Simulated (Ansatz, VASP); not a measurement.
**Two plane-wave programs on B**

```
CELL_PARAMETERS angstrom
4.94057 0.00000 0.00000
0.00000 4.94057 0.00000
0.00000 0.00000 2.64180
ATOMIC_POSITIONS crystal
B 0.10322 0.32960 0.24165
B 0.89678 0.67040 0.74165
B 0.67040 0.10322 0.99165
B 0.32960 0.89678 0.49165
B 0.32960 0.10322 0.00835
B 0.67040 0.89678 0.50835
B 0.89678 0.32960 0.75835
B 0.10322 0.67040 0.25835
```

Alike in both runs: task single point; functional PBE; k mesh 4 × 4 × 6; occupations gaussian, width 0.1 eV; no spin polarisation.

|  | VASP | Ansatz |
| --- | --- | --- |
| version | VASP 6.6.1 | Ansatz 0.2.0 |
| potentials or method | VASP PAW PBE potentials, release 64 (B) | scalar-relativistic, plane waves, PAW |
| plane-wave cutoff (eV) | 520 | 420 |
| valence electrons in the cell | 24 | 24 |

Ansatz gave:

* gap on the k mesh at the Fermi level (eV): none
* pressure (GPa): 21.6
* largest component of the traceless stress (GPa): 32.40
* rms of the force components (eV/Å): 1.173

Question: Which values does VASP return?

Answer: gap on the k mesh at the Fermi level (eV): none; pressure (GPa): 21.7; largest component of the traceless stress (GPa): 32.49; rms of the force components (eV/Å): 1.179.

Atom by atom the forces differ by 0.006 eV/Å (rms over components). A gap of «none» marks a metal or a gap that the smearing closes. The functional is the same, so the differences come from potentials, cutoffs and numerics.

Caveats: the k mesh is coarse (spacing up to 0.40 Å⁻¹), so the values aren't converged; so large a pressure means that the cell lies far from this level's equilibrium, or that cutoff or potentials fall short (VASP); forces of over 1 eV/Å show positions far from the minimum, so gaps and moduli don't describe the material at rest.
